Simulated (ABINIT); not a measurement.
# CoSi (P2_13) in ABINIT: single point with LDA

Aim: the single point of CoSi with LDA.

Program: ABINIT 10.8.3 (patched build). These are calculated values, not measurements. Logs are shortened: lines on timing, memory, paths and dates and some standing lists are left out, and cuts for length are marked. The log counts tension as positive stress, the text compression.

### 1 The crystal as given

Symmetry: P2_13, No. 198, cubic system. Conventional cell: a = 4.438 Å, b = 4.438 Å, c = 4.438 Å, α = 90.00°, β = 90.00°, γ = 90.00°. Co (site symmetry 3) is surrounded by 7 Si at 2.28 to 2.47 Å. Si (site symmetry 3) has 7 Co at 2.28 to 2.47 Å as nearest neighbours.

### 2 Single point, LDA, collinear spin, ferromagnetic start

run.abi

```
pp_dirpath "./"
pseudos "Co.LDA_PW-JTH.xml, Si.LDA_PW-JTH.xml"

acell 3*1.0
rprim
     8.3866045411     0.0000000000     0.0000000000
     0.0000000000     8.3866045411     0.0000000000
     0.0000000000     0.0000000000     8.3866045411
ntypat 2
znucl 27 14
natom 8
typat 1 1 1 1 2 2 2 2
xred
     0.8600000000     0.6400000000     0.3600000000
     0.6400000000     0.3600000000     0.8600000000
     0.3600000000     0.8600000000     0.6400000000
     0.1400000000     0.1400000000     0.1400000000
     0.1570000000     0.3430000000     0.6570000000
     0.3430000000     0.6570000000     0.1570000000
     0.6570000000     0.1570000000     0.3430000000
     0.8430000000     0.8430000000     0.8430000000

ecut 20.0
pawecutdg 40.0

kptopt 1
ngkpt 2 2 2
nshiftk 1
shiftk 0.0 0.0 0.0

ixc 7

nband 53
occopt 3
tsmear 0.05 eV

nsppol 2
spinat
     0.0000000000     0.0000000000     2.0000000000
     0.0000000000     0.0000000000     2.0000000000
     0.0000000000     0.0000000000     2.0000000000
     0.0000000000     0.0000000000     2.0000000000
     0.0000000000     0.0000000000     0.0000000000
     0.0000000000     0.0000000000     0.0000000000
     0.0000000000     0.0000000000     0.0000000000
     0.0000000000     0.0000000000     0.0000000000

nstep 100
tolvrs 1.0e-9

iomode 3
prtwf 0
prteig 0
prtebands 0
enunit 1
prtden 1
prtvha 1
prtvclmb 1
prtpot 1
```

Potentials or basis: JTH PAW LDA v2.0.

The run is started by

```console
$ abinit run.abi > log 2>&1
```

run.abo:

```text
.Version 10.8.3 of ABINIT
 Symmetries : space group P2_1 3 (#198); Bravais cP (primitive cubic)
================================================================================
 Values of the parameters that define the memory need of the present run
     intxc =       0    ionmov =       0      iscf =      17    lmnmax =      18
     lnmax =       6     mgfft =      36  mpssoang =       3    mqgrid =    3001
     natom =       8  nloc_mem =       2    nspden =       2   nspinor =       1
    nsppol =       2      nsym =      12    n1xccc =       1    ntypat =       2
    occopt =       3   xclevel =       1
       mpw =        1280          nfft =       46656          nkpt =           4
 PAW method is used; the additional fine FFT grid is defined by:
   mgfftf=        48    nfftf =    110592
================================================================================
================================================================================

--------------------------------------------------------------------------------
------------- Echo of variables that govern the present computation ------------
--------------------------------------------------------------------------------
 -outvars: echo values of preprocessed input variables --------
            acell      1.0000000000E+00  1.0000000000E+00  1.0000000000E+00 Bohr
              amu      5.89332000E+01  2.80855000E+01
             ecut      2.00000000E+01 Hartree
           enunit           1
              ixc           7
         kptrlatt        2    0    0      0    2    0      0    0    2
          kptrlen      1.67732091E+01
            natom           8
            nband          53
            ngfft          36      36      36
          ngfftdg          48      48      48
             nkpt           4
           nspden           2
           nsppol           2
            nstep         100
             nsym          12
           ntypat           2
           occopt           3
        pawecutdg      4.00000000E+01 Hartree
        prtebands           0
           prteig           0
           prtpot           1
         prtvclmb           1
           prtvha           1
            prtwf           0
            rprim      8.3866045411E+00  0.0000000000E+00  0.0000000000E+00
                       0.0000000000E+00  8.3866045411E+00  0.0000000000E+00
                       0.0000000000E+00  0.0000000000E+00  8.3866045411E+00
          spgroup         198
           spinat      0.0000000000E+00  0.0000000000E+00  2.0000000000E+00
                       0.0000000000E+00  0.0000000000E+00  2.0000000000E+00
                       0.0000000000E+00  0.0000000000E+00  2.0000000000E+00
                       0.0000000000E+00  0.0000000000E+00  2.0000000000E+00
                       0.0000000000E+00  0.0000000000E+00  0.0000000000E+00
                       0.0000000000E+00  0.0000000000E+00  0.0000000000E+00
                       0.0000000000E+00  0.0000000000E+00  0.0000000000E+00
                       0.0000000000E+00  0.0000000000E+00  0.0000000000E+00
           tolvrs      1.00000000E-09
           tsmear      1.83746611E-03 Hartree
            typat      1  1  1  1  2  2  2  2
           useylm           1
           xangst      3.8166799974E+00  2.8403199981E+00  1.5976799989E+00
                       2.8403199981E+00  1.5976799989E+00  3.8166799974E+00
                       1.5976799989E+00  3.8166799974E+00  2.8403199981E+00
                       6.2131999958E-01  6.2131999958E-01  6.2131999958E-01
                       6.9676599953E-01  1.5222339990E+00  2.9157659980E+00
                       1.5222339990E+00  2.9157659980E+00  6.9676599953E-01
                       2.9157659980E+00  6.9676599953E-01  1.5222339990E+00
                       3.7412339975E+00  3.7412339975E+00  3.7412339975E+00
            xcart      7.2124799053E+00  5.3674269063E+00  3.0191776348E+00
                       5.3674269063E+00  3.0191776348E+00  7.2124799053E+00
                       3.0191776348E+00  7.2124799053E+00  5.3674269063E+00
                       1.1741246358E+00  1.1741246358E+00  1.1741246358E+00
                       1.3166969130E+00  2.8766053576E+00  5.5099991835E+00
                       2.8766053576E+00  5.5099991835E+00  1.3166969130E+00
                       5.5099991835E+00  1.3166969130E+00  2.8766053576E+00
                       7.0699076281E+00  7.0699076281E+00  7.0699076281E+00
             xred      8.6000000000E-01  6.4000000000E-01  3.6000000000E-01
                       6.4000000000E-01  3.6000000000E-01  8.6000000000E-01
                       3.6000000000E-01  8.6000000000E-01  6.4000000000E-01
                       1.4000000000E-01  1.4000000000E-01  1.4000000000E-01
                       1.5700000000E-01  3.4300000000E-01  6.5700000000E-01
                       3.4300000000E-01  6.5700000000E-01  1.5700000000E-01
                       6.5700000000E-01  1.5700000000E-01  3.4300000000E-01
                       8.4300000000E-01  8.4300000000E-01  8.4300000000E-01
[... 208 lines left out ...]
    4      0.00154395434362     0.00154395434362     0.00154395434362
    5      0.00149238267953    -0.00149238267953     0.00149238267953
    6     -0.00149238267953     0.00149238267953     0.00149238267953
    7      0.00149238267953     0.00149238267953    -0.00149238267953
    8     -0.00149238267953    -0.00149238267953    -0.00149238267953
 frms,max,avg= 1.5183875E-03 1.5439543E-03   0.000E+00  0.000E+00  0.000E+00 h/b

 cartesian forces (eV/Angstrom) at end:
    1     -0.07939332449183     0.07939332449183    -0.07939332449183
    2      0.07939332449183    -0.07939332449183    -0.07939332449183
    3     -0.07939332449183    -0.07939332449183     0.07939332449183
    4      0.07939332449183     0.07939332449183     0.07939332449183
    5      0.07674140289946    -0.07674140289946     0.07674140289946
    6     -0.07674140289946     0.07674140289946     0.07674140289946
    7      0.07674140289946     0.07674140289946    -0.07674140289946
    8     -0.07674140289946    -0.07674140289946    -0.07674140289946
 frms,max,avg= 7.8078623E-02 7.9393324E-02   0.000E+00  0.000E+00  0.000E+00 e/A
 length scales=  1.000000000000  1.000000000000  1.000000000000 bohr
              =  0.529177210544  0.529177210544  0.529177210544 angstroms
 Fermi (or HOMO) energy (eV) =  13.40177   Average Vxc (eV)= -12.75180
 Eigenvalues (   eV  ) for nkpt=   4  k points, SPIN UP:
 kpt#   1, nband= 53, wtk=  0.12500, kpt=  0.0000  0.0000  0.0000 (reduced coord)
 -80.77875  -80.76680  -80.76680  -80.76680  -44.59688  -44.59688  -44.59688  -44.55470
 -44.48387  -44.48387  -44.48387  -44.44544  -44.44544  -44.43060  -44.43060  -44.43060
  -0.18850    5.27964    5.27964    5.27964    7.95451    7.95451    7.95451    9.61518
   9.61518    9.61518   10.12093   10.24440   10.24440   10.53670   10.53670   10.53670
  11.02926   11.02926   11.02926   12.41655   12.41655   12.41655   12.54518   12.54518
  13.27118   13.27118   13.27118   15.83141   15.83141   15.83141   16.30002   16.30002
  16.94709   16.94709   16.94709   18.37352   19.49109
 prteigrs : prtvol=0 or 1, do not print more k-points.

 Eigenvalues (   eV  ) for nkpt=   4  k points, SPIN DOWN:
 kpt#   1, nband= 53, wtk=  0.12500, kpt=  0.0000  0.0000  0.0000 (reduced coord)
 -80.62117  -80.60915  -80.60915  -80.60915  -44.41056  -44.41056  -44.41056  -44.36691
 -44.34929  -44.34929  -44.34929  -44.31068  -44.31068  -44.29474  -44.29474  -44.29474
  -0.17567    5.30082    5.30082    5.30082    7.98771    7.98771    7.98771    9.67687
   9.67687    9.67687   10.19888   10.34418   10.34418   10.63781   10.63781   10.63781
  11.09851   11.09851   11.09851   12.52904   12.52904   12.52904   12.65203   12.65203
  13.43060   13.43060   13.43060   15.90058   15.90058   15.90058   16.38805   16.38805
  17.00405   17.00405   17.00405   18.40727   19.53483
 prteigrs : prtvol=0 or 1, do not print more k-points.

--- !EnergyTerms
iteration_state     : {dtset: 1, }
comment             : Components of total free energy in Hartree
kinetic             :  5.48394412502144E+01
hartree             :  1.89121182603364E+02
xc                  : -2.26781546752088E+01
Ewald energy        : -3.64889635248791E+02
psp_core            :  1.05490949721582E+01
local_psp           : -5.76894156687707E+02
PAW spherical_terms :  1.07516388342789E+02
internal            : -6.02435839443181E+02
'-kT*entropy'       : -2.05025942506886E-03
total_energy        : -6.02437889702606E+02
total_energy_eV     : -1.63931701059113E+04
...

--- !EnergyTermsDC
iteration_state     : {dtset: 1, }
comment             : '"Double-counting" decomposition of free energy'
band_energy         : -4.44202887259403E+01
Ewald energy        : -3.64889635248791E+02
psp_core            :  1.05490949721582E+01
xc_dc               : -1.87691456655433E+02
PAW spherical_terms : -1.59835555956574E+01
internal            : -6.02435841253664E+02
'-kT*entropy'       : -2.05025942506886E-03
total_energy_dc     : -6.02437891513089E+02
total_energy_dc_eV  : -1.63931701551771E+04
...

--- !EnergyTermsWithPAWCore
iteration_state     : {dtset: 1, }
comment             : 'Components of total free energy, including PAW core contributions'
Total energy        : -6.72085825075329E+03
Total energy DC     : -6.72085825256377E+03
Total energy (eV)   : -1.82883869765736E+05
Total energy DC (eV): -1.82883869815002E+05
...

 Cartesian components of stress tensor (hartree/bohr^3)
  sigma(1 1)=  4.53440767E-04  sigma(3 2)=  0.00000000E+00
  sigma(2 2)=  4.53440767E-04  sigma(3 1)=  0.00000000E+00
  sigma(3 3)=  4.53440767E-04  sigma(2 1)=  0.00000000E+00

-Cartesian components of stress tensor (GPa)         [Pressure= -1.3341E+01 GPa]
- sigma(1 1)=  1.33406879E+01  sigma(3 2)=  0.00000000E+00
- sigma(2 2)=  1.33406879E+01  sigma(3 1)=  0.00000000E+00
- sigma(3 3)=  1.33406879E+01  sigma(2 1)=  0.00000000E+00

== END DATASET(S) ==============================================================
================================================================================

 -outvars: echo values of variables after computation  --------
            acell      1.0000000000E+00  1.0000000000E+00  1.0000000000E+00 Bohr
           etotal     -6.0243789151E+02
            fcart     -1.5439543436E-03  1.5439543436E-03 -1.5439543436E-03
                       1.5439543436E-03 -1.5439543436E-03 -1.5439543436E-03
                      -1.5439543436E-03 -1.5439543436E-03  1.5439543436E-03
                       1.5439543436E-03  1.5439543436E-03  1.5439543436E-03
                       1.4923826795E-03 -1.4923826795E-03  1.4923826795E-03
                      -1.4923826795E-03  1.4923826795E-03  1.4923826795E-03
                       1.4923826795E-03  1.4923826795E-03 -1.4923826795E-03
                      -1.4923826795E-03 -1.4923826795E-03 -1.4923826795E-03
            rprim      8.3866045411E+00  0.0000000000E+00  0.0000000000E+00
                       0.0000000000E+00  8.3866045411E+00  0.0000000000E+00
                       0.0000000000E+00  0.0000000000E+00  8.3866045411E+00
           strten      4.5344076690E-04  4.5344076690E-04  4.5344076690E-04
                       0.0000000000E+00  0.0000000000E+00  0.0000000000E+00
           xangst      3.8166799974E+00  2.8403199981E+00  1.5976799989E+00
                       2.8403199981E+00  1.5976799989E+00  3.8166799974E+00
                       1.5976799989E+00  3.8166799974E+00  2.8403199981E+00
                       6.2131999958E-01  6.2131999958E-01  6.2131999958E-01
                       6.9676599953E-01  1.5222339990E+00  2.9157659980E+00
                       1.5222339990E+00  2.9157659980E+00  6.9676599953E-01
                       2.9157659980E+00  6.9676599953E-01  1.5222339990E+00
                       3.7412339975E+00  3.7412339975E+00  3.7412339975E+00
             xred      8.6000000000E-01  6.4000000000E-01  3.6000000000E-01
                       6.4000000000E-01  3.6000000000E-01  8.6000000000E-01
                       3.6000000000E-01  8.6000000000E-01  6.4000000000E-01
                       1.4000000000E-01  1.4000000000E-01  1.4000000000E-01
                       1.5700000000E-01  3.4300000000E-01  6.5700000000E-01
                       3.4300000000E-01  6.5700000000E-01  1.5700000000E-01
                       6.5700000000E-01  1.5700000000E-01  3.4300000000E-01
                       8.4300000000E-01  8.4300000000E-01  8.4300000000E-01
 Calculation completed.
```

Run time: 92 s. Hardware: 1 thread of Arm Neoverse V1, shared host; peak memory 0.14 GiB.

What came out:

```yaml
Free_energy: -16393.1702 eV
Largest_force: 0.138 eV/Å
Band_gap_on_the_k_mesh: none (metal or under the smearing width)
Net_moment: 0.58 μB per cell
Site_moments: Co +0.14; Si +0.00 μB
Valence_electrons_inside_the_program's_atomic_spheres: Co 15.78; Si 1.58
```

Forces in eV/Å, atoms in the order of the input:
```
Co  -0.079  0.079 -0.079
Co   0.079 -0.079 -0.079
Co  -0.079 -0.079  0.079
Co   0.079  0.079  0.079
Si   0.077 -0.077  0.077
Si  -0.077  0.077  0.077
Si   0.077  0.077 -0.077
Si  -0.077 -0.077 -0.077
```

Levels at points of the mesh, in eV from the Fermi level:
Spin up:
```
           k point  band 39  band 40  band 41  band 42  band 43  band 44  band 45  band 46
(0.00, 0.00, 0.00)    -0.86    -0.86    -0.13    -0.13    -0.13     2.43     2.43     2.43
(0.50, 0.00, 0.00)    -0.76    -0.76    -0.59    -0.59     0.92     0.92     1.38     1.38
(0.50, 0.50, 0.00)    -1.09    -1.09    -0.12    -0.12     0.48     0.48     1.93     1.93
(0.50, 0.50, 0.50)    -1.31    -1.31    -0.34    -0.34    -0.34    -0.34     5.30     5.30
```
Spin down:
```tsv
k point	band 37	band 38	band 39	band 40	band 41	band 42	band 43	band 44	band 45	band 46
(0.00, 0.00, 0.00)	-0.87	-0.87	-0.75	-0.75	0.03	0.03	0.03	2.50	2.50	2.50
(0.50, 0.00, 0.00)	-1.02	-1.02	-0.64	-0.64	-0.44	-0.44	1.04	1.04	1.49	1.49
(0.50, 0.50, 0.00)	-1.51	-1.51	-0.99	-0.99	0.01	0.01	0.59	0.59	2.01	2.01
(0.50, 0.50, 0.50)	-1.20	-1.20	-1.20	-1.20	-0.19	-0.19	-0.19	-0.19	5.32	5.32
```

Caveat: the k mesh is coarse (spacing up to 0.71 Å⁻¹), so the values aren't converged; the cutoff is too short for stress, so the log's stress isn't used.
